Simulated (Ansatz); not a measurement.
**ZnGeP2: response to strain**

The parent structure is ZnGeP₂ in the chalcopyrite structure (space group I-42d, No. 122).

```
CELL_PARAMETERS angstrom
     -2.71210     2.71210     5.35473
      2.71210    -2.71210     5.35473
      2.71210     2.71210    -5.35473
ATOMIC_POSITIONS crystal
  Zn 0.75000 0.25000 0.50000
  Zn 0.00000 0.00000 0.00000
  Ge 0.25000 0.75000 0.50000
  Ge 0.50000 0.50000 0.00000
  P  0.12667 0.12500 0.50167
  P  0.62333 0.62500 0.49833
  P  0.37500 0.87333 0.99833
  P  0.87500 0.37667 0.00167
```

Cartesian axes are those of the cell as printed.

Strains are applied to the cell and any free atomic positions relax; under biaxial strain the out-of-plane vector relaxes too; under stress the whole cell relaxes.

Calculations: PBEsol (Ansatz, a quantum-chemistry and plane-wave program), without spin-orbit coupling.

Notes on the quantities. energy relative to the base: free energy F.

```json
[
 {"change": "base", "band gap": "1.07 eV", "energy relative to the base": "0 meV/atom", "volume per atom": "19.69 Å³", "electron mass": "–"},
 {"change": "biaxial strain +4.00 %, plane normal [001], relaxed out of plane", "band gap": "0.70 eV", "energy relative to the base": "+24 meV/atom", "volume per atom": "20.48 Å³", "electron mass": "1.3 mₑ along k, 0.23 mₑ across (off the special points)"},
 {"change": "uniaxial strain ε_xx = −3.01 %", "band gap": "0.85 eV", "energy relative to the base": "+7.5 meV/atom", "volume per atom": "19.10 Å³", "electron mass": "0.79 mₑ along x, 0.25 mₑ across (off the special points)"},
 {"change": "uniaxial strain ε_xx = −1.44 %", "band gap": "1.01 eV", "energy relative to the base": "+1.7 meV/atom", "volume per atom": "19.41 Å³", "electron mass": "0.83 mₑ along x, 0.26 mₑ across (off the special points)"},
 {"change": "uniaxial stress, 5 GPa compression along z", "band gap": "0.49 eV", "energy relative to the base": "+21 meV/atom", "volume per atom": "19.29 Å³", "electron mass": "1.2 mₑ along k, 0.23 mₑ across (off the special points)"},
 {"change": "uniaxial stress, 3 GPa tension along x", "band gap": "0.94 eV", "energy relative to the base": "+5.6 meV/atom", "volume per atom": "19.93 Å³", "electron mass": "0.90 mₑ along y, 0.27 mₑ across (off the special points)"},
 {"change": "tensor shear ε_xy = +3.60 %", "band gap": "0.58 eV", "energy relative to the base": "+21 meV/atom", "volume per atom": "19.67 Å³", "electron mass": "–"}
]
```

Effective masses come from finite differences of ±0.01 Å⁻¹. Along k means along the line from Γ to the band edge. Stability under load was not tested beyond the relaxation. Labels are those of the standard path for the cell's own space group.
